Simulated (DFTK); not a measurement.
## PtSe2 (Sudovikovite): single point with PBEsol

Crystal: PtSe2 (Sudovikovite).

```
Pt Se
1.0
     3.72400    0.00000    0.00000
    -1.86200    3.22508    0.00000
     0.00000    0.00000    5.06200
Pt Se
1 2
Direct
  0.01133 0.02263 0.00660
  0.65034 0.33135 0.74000
  0.33238 0.65513 0.24631
```

The cell isn't the ideal one: atoms moved at random, drawn with an rms of 0.05 Å.

```
Program                      : DFTK 0.8.2
Task                         : single point
Functional                   : PBEsol
Potentials or basis          : dojo.nc.sr.pbesol.v0_4_1.standard.upf (PBEsol)
Cutoff                       : 1170 eV
k mesh                       : 8 × 8 × 5
Occupations                  : fermi-dirac, width 0.05 eV
Spin                         : no spin polarisation
Valence electrons            : Pt 18, Se 16
SCF tolerance on the density : 1e-06
```

```json
{
 "Pressure": "1.9 GPa",
 "Largest force": "1.964 eV/Å",
 "Band gap on the k mesh": "none (metal or under the smearing width)"
}
```

Forces on the atoms (eV/Å):
```
Pt  -0.300 -1.584 -1.122
Se   0.443  0.499  0.273
Se  -0.143  1.085  0.849
```

Stress tensor (GPa, compression positive):
```
 1.50  0.91 -1.80
 0.91  3.81  1.68
-1.80  1.68  0.52
```

Levels at points of the mesh, in eV from the Fermi level:
| k point | band 21 | band 22 | band 23 | band 24 | band 25 | band 26 | band 27 | band 28 | band 29 | band 30 |
| --- | --- | --- | --- | --- | --- | --- | --- | --- | --- | --- |
| (0.00, 0.00, 0.00) | -4.01 | -2.64 | -1.05 | -0.84 | 0.39 | 1.27 | 1.57 | 3.50 | 4.08 | 7.16 |
| (-0.50, 0.00, 0.00) | -3.87 | -3.63 | -3.35 | -3.32 | -2.88 | 0.70 | 2.24 | 4.73 | 5.74 | 6.79 |
| (0.00, -0.50, 0.00) | -3.82 | -3.56 | -3.45 | -3.38 | -2.91 | 0.60 | 2.25 | 4.77 | 5.76 | 6.87 |
| (-0.50, -0.50, 0.00) | -3.73 | -3.61 | -3.37 | -3.27 | -2.84 | 0.45 | 2.35 | 4.77 | 5.88 | 7.10 |

Run time: 69 min on 1 thread of AMD EPYC 7R43 64-Core Processor (Zen 3), on a shared host, peak memory 11 GiB.

Spin-orbit coupling is left out, which matters for the levels of Pt.
